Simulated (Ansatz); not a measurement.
# Ru (P6_3/mmc) in Ansatz: further runs

The runs below take Ru through single point, equation of state, with PBE.

Program: Ansatz 0.2.0. These are calculated values, not measurements. Logs are shortened: lines on timing, memory, paths and dates and some standing lists are left out, and cuts for length are marked.

### Step 1. The crystal as given

It takes space group P6_3/mmc (No. 194, hexagonal). Conventional cell: a = 2.706 Å, b = 2.706 Å, c = 4.282 Å, α = 90.00°, β = 90.00°, γ = 120.00°. Around Ru (site symmetry -6m2) lie 12 Ru at 2.65 to 2.71 Å.

### Step 2. Single point, PBE, 12.76 Å³/atom (volume scaled by 0.94)

Input file input.yaml:

```yaml
crystal:
  lattice:
    - [2.650564093, 0.0, 0.0]
    - [-1.3252820465, 2.2954558389, 0.0]
    - [0.0, 0.0, 4.1944897589]
  atoms:
    - { symbol: Ru, position: [0.6666666667, 0.3333333333, 0.75] }
    - { symbol: Ru, position: [0.3333333333, 0.6666666667, 0.25] }
hamiltonian:
  xc: pbe
  pseudopotentials: { kind: nc }
kpoints:
  mp_grid: { grid: [11, 11, 6] }
scf:
  occupations: { method: fermi_dirac, width: 0.05 }
output:
  forces: true
  stress: true
  eigenvalues: true
```

Potentials or basis: Ansatz NC.

Launch:

```
ansatz run input.yaml --threads 2 --pin off --max-ram 5632MiB --backend cpu --events-out ev --progress --plain --runs-dir out
```

Standard output:

```text
Warning: RAYON_NUM_THREADS=2 ignored (pool sized by the plan → 2); use --threads N
Engine: ansatz 0.2.0, aarch64-unknown-linux-gnu
Pseudopotentials: kind: nc
Pseudopotential: Ru, nc, valence charge 16, recommended cutoff 1142.878222 eV (normal), Ru.nc.azcp
Functional definition: PBE
  parameter kappa = 0.804
  parameter beta = 0.06672455060314922
  exchange = pbe_x(kappa = kappa, mu = beta*pi^2/3)
  correlation = pbe_c(beta = beta)
Crystal: 2 atoms, lattice volume = 25.520 Å³
Basis set: ecut = 1142.878222 eV, 2249 PW (Γ), exchange–correlation on 60×60×96 points (8 copies of the dense FFT grid, shifted against one another)
Bands: 20, of which v1, the nominal top of the filled ones, is band 16 counted from 1 (15 counted from 0)
Symmetry: 24 space group operations
Space group: P63/mmc (ITA 194), of the structure as read, at distance tolerance 2.9e-5 Å
k-points: 64 of 726
Non-local potential: Ru, projectors of the file, l = 0: 2, l = 1: 2, l = 2: 2
Initial density: superposition of atomic densities (chi_scale 0.1, normalization cell)
Initial wavefunctions: pseudopotential atomic-orbital guess
Functional: x = pbe(κ = 0.804, μ = 0.2195149727645171), c = pbe(β = 0.06672455060314922)
SCF iter   1: F=—  HF=-5502.068930 eV  |F-HF|=—  |Δ(HF+E_count)|=         —  Δρ=1.23e-1  dr2=3.33e0  ethr=3.10e-3  ⟨swp⟩=7.3  Hψ=6796  notcnv=0
preconditioner: auto → none  [metal: Δε(μ)=0.060 eV  Ē_g=6.636 eV  σ=0.050 eV  W_gap=0.28  n_scr=8 (ndim 8)  ℏωp=29.4 eV  f_vac=0.000  D(μ)=1.95/eV (n_scr^D=22)  sad-step TF]
SCF iter   2: F=—  HF=-5501.170656 eV  |F-HF|=—  |Δ(HF+E_count)|=   8.98e-1  Δρ=5.59e-2  dr2=6.63e-1  ethr=3.10e-3  ⟨swp⟩=3.6  Hψ=2976  notcnv=0  defer=4
SCF iter   3: F=—  HF=-5500.982524 eV  |F-HF|=—  |Δ(HF+E_count)|=   1.88e-1  Δρ=6.94e-3  dr2=3.70e-3  ethr=2.07e-3  ⟨swp⟩=3.1  Hψ=2251  notcnv=0  defer=4
SCF iter   4: F=—  HF=-5500.984404 eV  |F-HF|=—  |Δ(HF+E_count)|=   1.88e-3  Δρ=1.12e-3  dr2=5.29e-5  ethr=1.16e-5  ⟨swp⟩=2.4  Hψ=2675  notcnv=0  defer=4
SCF iter   5: F=—  HF=-5500.984400 eV  |F-HF|=—  |Δ(HF+E_count)|=   4.13e-6  Δρ=1.81e-4  dr2=1.80e-6  ethr=1.65e-7  ⟨swp⟩=2.4  Hψ=2367  notcnv=0  defer=4
SCF iter   6: F=-5500.984400 eV  HF=-5500.984400 eV  |F-HF|=2.79e-8  |Δ(HF+E_count)|=   1.46e-7  Δρ=4.66e-5  dr2=8.84e-8  ethr=3.13e-10  ⟨swp⟩=10.3  Hψ=8117  notcnv=0
SCF 1 converged in 6 iterations: F = -5500.984400 eV  dr2 = 8.84e-8
SCF converged after 6 iterations
Free energy (F): -5500.984400 eV
Harris-Foulkes:  -5500.984400 eV  (|F-HF|=2.79e-8)
Internal energy: -5500.969103 eV  (E = F + TS)
E sigma→0 (E₀):  -5500.976752 eV
Entropy (-TS):   -0.015297 eV (-7.649 meV/atom)
Fermi energy:    25.481848 eV
--- Per-component energies (eV) ---
  E_band       = -47.366010
  E_kinetic    = 1780.500129
  E_local      = -3151.855023  (includes V_loc(G=0)·N_el)
  E_nonlocal   = 624.277160
  E_hartree    = 733.065995
  E_xc         = -931.507638
  E_vxc        = -766.412392  (∫ρ·V_xc dr)
  E_ewald      = -4555.449726
  E_smearing   = -0.015297  (= −TS)
  E_closure    = -0.000000  (closes the sum)
  Σ components = -5500.984400   (vs F -5500.984400, Δ=0.00e0)
--- Forces (eV/Å), atoms counted from 1 ---
  atom   1  Ru     0.00000000     0.00000000     0.00000000
  atom   2  Ru     0.00000000    -0.00000000     0.00000000
  max |Σ_I F_I| component: 0.00e0 eV/Å
--- Stress (GPa, compression-positive) ---
       27.972252      -0.000000       0.000000
       -0.000000      27.972252       0.000000
        0.000000       0.000000      29.392355
  P = ⅓ Tr σ = 28.4456 GPa (284.456 kbar)
--- Band table (eV; the first three rows and the last of 64) ---
  k-point 0: bands = ["-47.7332", "-47.4690", "-18.3440", "-17.2013", "-17.2013", "-16.9954", "-16.9954", "-16.9419", "17.2020", "18.8421", "22.6975", "22.6975", "22.8971", "23.4524", "23.4524", "24.0309", "24.0309", "26.8531", "26.8531", "26.9208"]
  k-point 1: bands = ["-47.7159", "-47.4871", "-18.2547", "-17.1877", "-17.1877", "-17.0409", "-17.0093", "-17.0093", "17.5285", "18.9586", "22.5343", "22.5343", "22.7348", "23.2601", "23.2601", "24.4614", "24.4614", "25.9349", "26.8674", "26.8674"]
  k-point 2: bands = ["-47.6682", "-47.5361", "-18.0075", "-17.3074", "-17.1503", "-17.1503", "-17.0473", "-17.0473", "18.3716", "19.2060", "22.4033", "22.4033", "22.4286", "22.8586", "22.8586", "24.0442", "25.3190", "25.3190", "26.7119", "26.7119"]
  k-point 63: bands = ["-47.4486", "-47.4486", "-18.0721", "-18.0721", "-17.6989", "-17.6989", "-17.1853", "-17.1853", "20.2324", "20.2324", "21.2022", "21.2022", "22.6114", "22.6114", "24.3423", "24.3423", "26.9654", "26.9654", "33.8534", "33.8534"]
```

Run time: 2.8 s. Hardware: 2 threads of Arm Neoverse V2, shared host; peak memory 0.33 GiB.

Results:

* Free energy: -5500.9844 eV
* Pressure: 28.4 GPa
* Band gap on the k mesh: none (metal or under the smearing width)

### Step 3. Single point, PBE, 13.03 Å³/atom (volume scaled by 0.96)

Edit input.yaml of step 2 so:

```diff
@@ -2,5 +2,5 @@
   lattice:
-    - [2.650564093, 0.0, 0.0]
-    - [-1.3252820465, 2.2954558389, 0.0]
-    - [0.0, 0.0, 4.1944897589]
+    - [2.6692306523, 0.0, 0.0]
+    - [-1.3346153261, 2.3116215535, 0.0]
+    - [0.0, 0.0, 4.2240293924]
   atoms:
@@ -19 +19,5 @@
   eigenvalues: true
+  write_density: true
+  write_potential: true
+  elf: true
+  volumetric_format: npy
```

Potentials or basis: Ansatz NC.

Launch:

```
ansatz run input.yaml --threads 2 --pin off --max-ram 5632MiB --backend cpu --events-out ev --progress --plain --runs-dir out
```

Wall time 4.2 s (2 threads of Arm Neoverse V2, shared host); peak memory 0.34 GiB.

The run converged. Its results:

```yaml
Free_energy: -5501.0654 eV
Pressure: 19.5 GPa
Band_gap_on_the_k_mesh: none (metal or under the smearing width)
```

### Step 4. Single point, PBE, 13.30 Å³/atom (volume scaled by 0.98)

Edit input.yaml of step 3 so:

```diff
@@ -2,5 +2,5 @@
   lattice:
-    - [2.6692306523, 0.0, 0.0]
-    - [-1.3346153261, 2.3116215535, 0.0]
-    - [0.0, 0.0, 4.2240293924]
+    - [2.6876397213, 0.0, 0.0]
+    - [-1.3438198606, 2.3275642749, 0.0]
+    - [0.0, 0.0, 4.2531615502]
   atoms:
```

Launch:

```
ansatz run input.yaml --threads 2 --pin off --max-ram 5632MiB --backend cpu --events-out ev --progress --plain --runs-dir out
```

It took 4.2 s on 2 threads of Arm Neoverse V2, shared host; peak memory 0.34 GiB.

Results (log left out):

```yaml
Free_energy: -5501.1180 eV
Pressure: 11.6 GPa
Band_gap_on_the_k_mesh: none (metal or under the smearing width)
```

### Step 5. Single point, PBE, 13.57 Å³/atom

Edit input.yaml of step 4 so:

```diff
@@ -2,5 +2,5 @@
   lattice:
-    - [2.6876397213, 0.0, 0.0]
-    - [-1.3438198606, 2.3275642749, 0.0]
-    - [0.0, 0.0, 4.2531615502]
+    - [2.7058, 0.0, 0.0]
+    - [-1.3529, 2.3432915376, 0.0]
+    - [0.0, 0.0, 4.2819]
   atoms:
@@ -19,5 +19 @@
   eigenvalues: true
-  write_density: true
-  write_potential: true
-  elf: true
-  volumetric_format: npy
```

Launch:

```
ansatz run input.yaml --threads 2 --pin off --max-ram 5632MiB --backend cpu --events-out ev --progress --plain --runs-dir out
```

Run time: 3.1 s. Hardware: 2 threads of Arm Neoverse V2, shared host; peak memory 0.33 GiB.

The run converged. Its results:

```
Free energy            : -5501.1451 eV
Pressure               : 4.5 GPa
Band gap on the k mesh : none (metal or under the smearing width)
```

### Step 6. Single point, PBE, 13.85 Å³/atom (volume scaled by 1.02)

Edit input.yaml of step 5 so:

```diff
@@ -2,5 +2,5 @@
   lattice:
-    - [2.7058, 0.0, 0.0]
-    - [-1.3529, 2.3432915376, 0.0]
-    - [0.0, 0.0, 4.2819]
+    - [2.7237197275, 0.0, 0.0]
+    - [-1.3618598638, 2.3588104769, 0.0]
+    - [0.0, 0.0, 4.3102577801]
   atoms:
```

Potentials or basis: Ansatz NC.

Launch:

```
ansatz run input.yaml --threads 2 --pin off --max-ram 5632MiB --backend cpu --events-out ev --progress --plain --runs-dir out
```

Wall time 3.1 s (2 threads of Arm Neoverse V2, shared host); peak memory 0.34 GiB.

Results (log left out):

- Free energy: -5501.1496 eV
- Pressure: -1.8 GPa
- Band gap on the k mesh: none (metal or under the smearing width)

### Step 7. Single point, PBE, 14.12 Å³/atom (volume scaled by 1.04)

Edit input.yaml of step 6 so:

```diff
@@ -2,5 +2,5 @@
   lattice:
-    - [2.7237197275, 0.0, 0.0]
-    - [-1.3618598638, 2.3588104769, 0.0]
-    - [0.0, 0.0, 4.3102577801]
+    - [2.7414067149, 0.0, 0.0]
+    - [-1.3707033574, 2.3741278572, 0.0]
+    - [0.0, 0.0, 4.3382472512]
   atoms:
```

Launch:

```
ansatz run input.yaml --threads 2 --pin off --max-ram 5632MiB --backend cpu --events-out ev --progress --plain --runs-dir out
```

It took 3.1 s on 2 threads of Arm Neoverse V2, shared host; peak memory 0.34 GiB.

Results (log left out):

| Quantity | Value |
| --- | --- |
| Free energy | -5501.1339 eV |
| Pressure | -7.4 GPa |
| Band gap on the k mesh | none (metal or under the smearing width) |

### Step 8. Single point, PBE, 14.39 Å³/atom (volume scaled by 1.06)

Edit input.yaml of step 7 so:

```diff
@@ -2,5 +2,5 @@
   lattice:
-    - [2.7414067149, 0.0, 0.0]
-    - [-1.3707033574, 2.3741278572, 0.0]
-    - [0.0, 0.0, 4.3382472512]
+    - [2.7588683749, 0.0, 0.0]
+    - [-1.3794341875, 2.3892500984, 0.0]
+    - [0.0, 0.0, 4.3658801443]
   atoms:
```

Launch:

```
ansatz run input.yaml --threads 2 --pin off --max-ram 5632MiB --backend cpu --events-out ev --progress --plain --runs-dir out
```

Run time: 3.2 s. Hardware: 2 threads of Arm Neoverse V2, shared host; peak memory 0.34 GiB.

Results (log left out):

```
Free energy            : -5501.1002 eV
Pressure               : -12.4 GPa
Band gap on the k mesh : none (metal or under the smearing width)
```

### Step 9. Equation of state, PBE

Potentials or basis: Ansatz NC.

No new run: the results of the series are fitted here.

What came out:

* Equilibrium volume: 13.77 Å³/atom
* Bulk modulus at fixed shape and positions: 312 GPa
* Pressure derivative of the bulk modulus: 4.8

Energy against volume, from the lowest point:
```csv
volume (Å³/atom),energy (meV/atom)
12.760,82.59
13.032,42.07
13.303,15.80
13.575,2.23
13.846,0.00
14.118,7.86
14.389,24.71
```

Caveat: the cell was scaled at fixed shape and fractional positions, which overstates the stiffness of a crystal with free parameters, most of all of layers and chains.
